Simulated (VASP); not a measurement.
The system is Ge.

```
CELL_PARAMETERS angstrom
0.00000 2.82891 2.82891
2.82891 0.00000 2.82891
2.82891 2.82891 0.00000
ATOMIC_POSITIONS crystal
Ge 0.75000 0.75000 0.75000
Ge 0.50000 0.50000 0.50000
```

| Item | Value |
| --- | --- |
| Program | VASP 6.6.1 |
| Task | relaxation of cell and atoms |
| Functional | PBE |
| Potentials or basis | VASP PAW PBE potentials, release 64 (Ge_d_GW) |
| Cutoff | 680 eV |
| k mesh | 8 × 8 × 8 |
| Occupations | fermi-dirac, width 0.05 eV |
| Spin | no spin polarisation |

At the start: pressure 3.6 GPa; volume 22.64 Å³/atom.

Problem. Where does the relaxation end?

Solution. Over 29 steps the energy falls by 14.0 meV/atom and the volume is 23.89 Å³/atom (+5.5 %); space group Fd-3m (No. 227, to 0.05 Å).

Step by step:
```csv
step,energy change (eV),largest force (eV/Å),pressure (GPa),volume (Å³)
1,0.0000,0.0000,3.55,45.28
2,-0.0256,0.0000,-0.80,48.65
3,-0.0280,0.0000,-1.81,47.90
4,-0.0250,0.0000,-1.52,46.97
5,-0.0158,0.0000,-0.29,46.12
6,-0.0134,0.0000,2.60,45.97
7,-0.0155,0.0000,3.20,46.10
8,-0.0262,0.0000,1.85,48.54
9,0.0430,0.0000,-4.25,52.52
10,-0.0160,0.0000,-1.88,49.66
11,-0.0222,0.0000,-2.16,49.09
12,-0.0246,0.0000,-1.88,48.79
13,-0.0255,0.0000,-1.47,48.67
14,-0.0258,0.0000,-1.70,48.61
15,-0.0257,0.0000,1.09,47.08
16,-0.0280,0.0000,3.01,47.93
17,-0.0270,0.0000,-2.71,48.36
18,-0.0277,0.0000,-1.23,48.15
19,-0.0279,0.0000,-0.22,48.04
20,-0.0279,0.0000,-0.45,48.02
21,-0.0280,0.0000,-0.38,47.98
22,-0.0280,0.0000,-0.58,47.95
23,-0.0280,0.0000,-0.81,47.80
24,-0.0271,0.0000,0.98,47.35
25,-0.0278,0.0000,1.62,47.60
26,-0.0280,0.0000,0.86,47.73
27,-0.0280,0.0000,0.46,47.77
28,-0.0280,0.0000,0.17,47.78
29,-0.0280,0.0000,0.12,47.79
```

Final structure:
```
CELL_PARAMETERS angstrom
0.00000 2.88025 2.88025
2.88025 0.00000 2.88025
2.88025 2.88025 0.00000
ATOMIC_POSITIONS crystal
Ge 0.75000 0.75000 0.75000
Ge 0.50000 0.50000 0.50000
```

The cell as given is a measured one (22.64 Å³/atom); PBE puts the equilibrium volume +5.5 % from it, thermal expansion not counted.
